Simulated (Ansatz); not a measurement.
Ta under changes of volume

One of the cells (18.819 Å³/atom); the others are scaled copies at fixed shape and fractional positions:

```
CELL_PARAMETERS angstrom
2.90037 0.00000 0.00000
-1.45019 2.51180 0.00000
0.00000 0.00000 5.16627
ATOMIC_POSITIONS crystal
Ta 0.33333 0.66667 0.25000
Ta 0.66667 0.33333 0.75000
```

This isn't the form of Ta at room conditions, which is bcc.

| Item | Value |
| --- | --- |
| Program | Ansatz 0.2.0 |
| Functional | LDA |
| Potentials or basis | all-electron LAPW, scalar-relativistic |
| Cutoff | 252 eV (chosen from the basis error) |
| Basis error allowed | 0.001 eV/atom |
| k mesh | 11 × 11 × 5 |
| Occupations | fermi-dirac, width 0.05 eV |
| Spin | no spin polarisation |

```csv
volume (Å³/atom),energy over the lowest point (meV/atom),pressure (GPa)
17.689,0.00,-0.4
18.066,6.33,-4.7
18.442,22.19,-8.5
18.819,46.60,-12.0
19.195,78.69,-15.1
19.571,117.71,-17.9
19.948,?,?
```

**Question.** What does the run at 19.948 Å³/atom give?

**Answer.** Energy over the lowest point 162.98 meV/atom; pressure -20.4 GPa.

Worked out: A Birch-Murnaghan fit of order 3 (a polynomial in V^(-2/3)) to the other rows has its minimum at 17.65 Å³/atom, just outside them, with B0 = V·E''(V) = 213 GPa and B' = 3.9 at fixed shape and positions, which overstates the stiffness. It gives 163.10 meV/atom at 19.948 Å³/atom, against the run's 162.98, and -dE/dV = -20.5 GPa, against -20.4.

Energies are extrapolated to zero smearing.

The runs don't all hold the same shells in valence.
